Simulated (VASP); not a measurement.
Input of a VASP 6.6.1 run:

File INCAR:

```
SYSTEM = CdTe
ALGO = Fast ; EDIFF = 1E-6
ENCUT = 520 ; GGA = PS
ISIF = 2 ; ISMEAR = 0
LASPH = .TRUE. ; LCHARG = .FALSE.
LREAL = .FALSE. ; LWAVE = .FALSE.
NBANDS = 16 ; NELM = 100
PREC = Accurate ; SIGMA = 0.02
```

The input KPOINTS:

```
k-points
0
G
  14 14 14
  0 0 0
```

POSCAR

```
CdTe
1.0
    0.0000000000      3.2476700000      3.2476700000
    3.2476700000      0.0000000000      3.2476700000
    3.2476700000      3.2476700000      0.0000000000
Cd Te
1 1
Direct
    0.0000000000      0.0000000000      0.0000000000
    0.7500000000      0.7500000000      0.7500000000
```

Potentials or basis: VASP PAW PBE potentials, release 64 (Cd, Te).

Command:

```sh
$ cat potpaw_PBE.64/Cd/POTCAR potpaw_PBE.64/Te/POTCAR > POTCAR
$ mpirun -np 1 vasp_std > vasp.out
```

Task: Predict the band gap on the k mesh.

Result: 0.64 eV, direct.

Task: Estimate the pressure.

Result: 0.0 GPa.

Caveat: the PAW data sets were made with another functional, which shifts forces and pressure a little; spin-orbit coupling is left out, which moves the levels of the heavy elements.

**The experiment to reproduce.**

A printed reference work, data compilation reports, for a bulk crystal of CdTe at 0 K: band gap 1.607 eV.

Against the measured gap of CdTe, 1.607 eV (0 K; a printed reference work, data compilation), the calculated 0.64 eV is off by -0.96 eV. Spin-orbit coupling on Cd, Te is left out. The value is that of PBEsol, without temperature or zero-point motion. Semilocal functionals fall short of measured gaps as a rule. The cell is a database's relaxed one, not the measured one, which moves gaps too.
